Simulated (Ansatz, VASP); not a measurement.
## Ge: VASP beside Ansatz

The input INCAR:

```
ALGO     = Normal         # electronic algorithm
EDIFF    = 1E-6           # SCF threshold, eV
ENCUT    = 520            # plane-wave cutoff, eV
GGA      = CA             # functional
ISIF     = 2              # what is computed and relaxed
ISMEAR   = -1             # smearing method
LASPH    = T              # aspherical terms in the spheres
LCHARG   = F              # write CHGCAR
LREAL    = F              # projectors in reciprocal space
LWAVE    = F              # write WAVECAR
NBANDS   = 21             # bands
NELM     = 100            # most SCF steps
PREC     = Accurate       # precision mode
SIGMA    = 0.05           # smearing width, eV
```

The input KPOINTS:

```
k-points
0
Gamma
  11 11 11
```

Contents of POSCAR:

```
Ge
1.0
   -2.5396950521      2.5396950521      1.3785263734
    2.5396950521     -2.5396950521      1.3785263734
    2.5396950521      2.5396950521     -1.3785263734
Ge
2
Direct
    0.5000000000      0.5000000000      0.0000000000
    0.2500000000      0.7500000000      0.5000000000
```

Contents of input.yaml:

```yaml
crystal:
  lattice:
    - [-2.5396950521, 2.5396950521, 1.3785263734]
    - [2.5396950521, -2.5396950521, 1.3785263734]
    - [2.5396950521, 2.5396950521, -1.3785263734]
  atoms:
    - { symbol: Ge, position: [0.5, 0.5, 0.0] }
    - { symbol: Ge, position: [0.25, 0.75, 0.5] }
kpoints:
  mp_grid: { grid: [11, 11, 11] }
scf:
  occupations: { method: fermi_dirac, width: 0.05 }
hamiltonian:
  xc: lda
  pseudopotentials: { kind: all_electron, lapw: { basis_error: 0.001 } }
output:
  forces: true
  stress: true
  eigenvalues: true
```

Change from the starting cell: volume scaled by 0.96.

Alike in both runs: task single point; functional LDA; k mesh 11 × 11 × 11; occupations fermi-dirac, width 0.05 eV; no spin polarisation.

|  | VASP | Ansatz |
| --- | --- | --- |
| version | VASP 6.6.1 | Ansatz 0.2.0 |
| potentials or method | VASP PAW LDA potentials, release 64 (Ge_d) | all-electron LAPW, scalar-relativistic |
| plane-wave cutoff (eV) | 520 | see its input |

VASP gave:

| Item | Value |
| --- | --- |
| gap on the k mesh at the Fermi level (eV) | none |
| pressure (GPa) | 0.8 |
| largest component of the traceless stress (GPa) | 0.08 |

Which values does Ansatz return?

gap on the k mesh at the Fermi level (eV): none; pressure (GPa): 0.8; largest component of the traceless stress (GPa): 0.10.

A gap of «none» marks a metal or a gap that the smearing closes. Ansatz ran all-electron here, so the differences hold the error of VASP's frozen core and of both bases.
